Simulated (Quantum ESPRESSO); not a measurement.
**WC in Quantum ESPRESSO: the effect of functional**

Crystal: WC.

```
CELL_PARAMETERS angstrom
0.00000 2.19268 2.19268
2.19268 0.00000 2.19268
2.19268 2.19268 0.00000
ATOMIC_POSITIONS crystal
W 0.00000 0.00000 0.00000
C 0.50000 0.50000 0.50000
```

Measurements of this composition are mostly on another form, of space group No. 187.

Alike in all runs:

- Program: Quantum ESPRESSO 7.5
- Task: phonons
- Cutoff: 1116 eV
- Density cutoff: 4463 eV
- k mesh: 8 × 8 × 8
- Occupations: cold, width 0.2 eV
- Spin: no spin polarisation

Each run relaxes the cell or the atoms first.

| functional | potentials or basis | relaxed volume (Å³/atom) | highest phonon frequency (cm⁻¹) |
| --- | --- | --- | --- |
| LDA | PseudoDojo 0.4.1 SR LDA standard | 10.09 | 443 |
| PBE | PseudoDojo 0.4.1 SR PBE standard | 10.52 | 400 |
| PBEsol | PseudoDojo 0.4.1 SR PBEsol standard | ? | ? |
| WC | PseudoDojo 0.4.1 SR PBE standard | 10.35 | 418 |
| RPBE | PseudoDojo 0.4.1 SR PBE standard | 10.61 | 391 |
| vdW-DF-cx | PseudoDojo 0.4.1 SR PBE standard | 10.35 | 423 |

**Question.** What does the run with functional PBEsol give?

**Answer.** Relaxed volume 10.28 Å³/atom; highest phonon frequency 428 cm⁻¹.

Caveats: the mesh is thin for the phonons of a metal; the potentials were made for another functional, which shifts forces and pressure (some runs).
